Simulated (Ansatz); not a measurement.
Crystal: BaTiO3.

```xyz
5
Lattice="3.9998 0.0000 0.0000 0.0000 3.9998 0.0000 0.0000 0.0000 4.0180" Properties=species:S:1:pos:R:3 pbc="T T T"
Ba    0.0000    0.0000    0.0000
Ti    1.9999    1.9999    1.9688
O     0.0000    1.9999    2.0773
O     1.9999    0.0000    2.0773
O     1.9999    1.9999    0.0763
```

| Property | Result |
| --- | --- |
| Program | Ansatz 0.2.0 |
| Task | relaxation of cell and atoms |
| Functional | PBEsol |
| Dispersion | D4 |
| Potentials or basis | Ansatz PAW |
| Cutoff | 420 eV (not typed: the program's choice for these potentials) |
| k mesh | 7 × 7 × 7 |
| Occupations | fermi-dirac, width 0.05 eV |
| Spin | no spin polarisation |

At the start: volume 12.86 Å³/atom.

Problem. How do energy, volume and symmetry change on relaxing?

Solution. It ends after 10 steps and the volume is 12.49 Å³/atom (-2.8 %); space group P4mm (No. 99, to 0.05 Å).

Step by step:
```
step  energy change (eV)  largest force (eV/Å)  volume (Å³)
   1              0.0000                0.3645        64.28
   2             -0.0450                0.0989        62.14
   3             -0.0447                0.1167        62.31
   4             -0.0452                0.0781        62.32
   5             -0.0454                0.0725        62.36
   6             -0.0457                0.0446        62.55
   7             -0.0459                0.0071        62.52
   8             -0.0403                0.0071        62.52
   9             -0.0406                0.0006        62.45
  10             -0.0404                0.0006        62.45
```

Final structure:
```yaml
crystal:
  lattice:
    - [3.94597, 0.00000, 0.00000]
    - [0.00000, 3.94597, 0.00000]
    - [0.00000, 0.00000, 4.01104]
  atoms:
    - { symbol: Ba, position: [0.00000, 0.00000, 0.99981] }
    - { symbol: Ti, position: [0.50000, 0.50000, 0.48598] }
    - { symbol: O, position: [0.00000, 0.50000, 0.51626] }
    - { symbol: O, position: [0.50000, 0.00000, 0.51626] }
    - { symbol: O, position: [0.50000, 0.50000, 0.02470] }
```

Caveat: the plane-wave basis is chosen anew once the cell has moved, so the energies of steps on either side of that aren't comparable; the pressure holds a Pulay correction of +0.6 GPa for the finite cutoff; the PAW data sets come from PBE, with cores solved anew for the run's functional, which leaves a small shift of forces and pressure.
